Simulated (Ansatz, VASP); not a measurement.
## One calculation of SiC, two programs

Contents of INCAR:

```
PREC     = Accurate       # precision mode
ENCUT    = 520            # plane-wave cutoff, eV
EDIFF    = 1E-6           # SCF threshold, eV
ISMEAR   = -1             # smearing method
SIGMA    = 0.05           # smearing width, eV
LREAL    = False          # projectors in reciprocal space
LASPH    = True           # aspherical terms in the spheres
NELM     = 100            # most SCF steps
ALGO     = Normal         # electronic algorithm
ISIF     = 2              # what is computed and relaxed
LWAVE    = False          # write WAVECAR
LCHARG   = False          # write CHGCAR
GGA      = CA             # functional
NBANDS   = 11             # bands
```

Contents of KPOINTS:

```
Automatic mesh
0
Gamma
  17 17 17
```

File POSCAR:

```
SiC
1.0
    0.0000000000      1.9399382913      1.9399382913
    1.9399382913      0.0000000000      1.9399382913
    1.9399382913      1.9399382913      0.0000000000
Si C
1 1
Direct
    0.0000000000      0.0000000000      0.0000000000
    0.2500000000      0.2500000000      0.2500000000
```

Input for Ansatz:

```yaml
crystal:
  lattice:
    - [0.0, 1.9399382913, 1.9399382913]
    - [1.9399382913, 0.0, 1.9399382913]
    - [1.9399382913, 1.9399382913, 0.0]
  atoms:
    - { symbol: Si, position: [0.0, 0.0, 0.0] }
    - { symbol: C, position: [0.25, 0.25, 0.25] }
kpoints:
  mp_grid: { grid: [17, 17, 17] }
scf:
  occupations: { method: fermi_dirac, width: 0.05 }
hamiltonian:
  xc: lda
  pseudopotentials: { kind: paw }
output:
  forces: true
  stress: true
  eigenvalues: true
  populations: true
```

Change from the starting cell: volume scaled by 0.72, PAW files.

Alike in both runs: task single point; functional LDA; k mesh 17 × 17 × 17; occupations fermi-dirac, width 0.05 eV; no spin polarisation.

```csv
,VASP,Ansatz
version,VASP 6.6.1,Ansatz 0.2.0
potentials or method,"VASP PAW LDA potentials, release 64 (Si, C)","PAW with Ansatz's default frozen-core files, scalar-relativistic"
plane-wave cutoff (eV),520,420
valence electrons in the cell,8,8
```

VASP gave:

```
pressure (GPa) : 140.2
```

Problem. Which values does Ansatz return?

Solution. Pressure (GPa): 139.5.

Caveats: the cell as given lies far from equilibrium; so large a pressure means that the cell lies far from this level's equilibrium, or that cutoff or potentials fall short (VASP); an odd mesh through Γ misses points on the zone boundary, where band edges often lie.
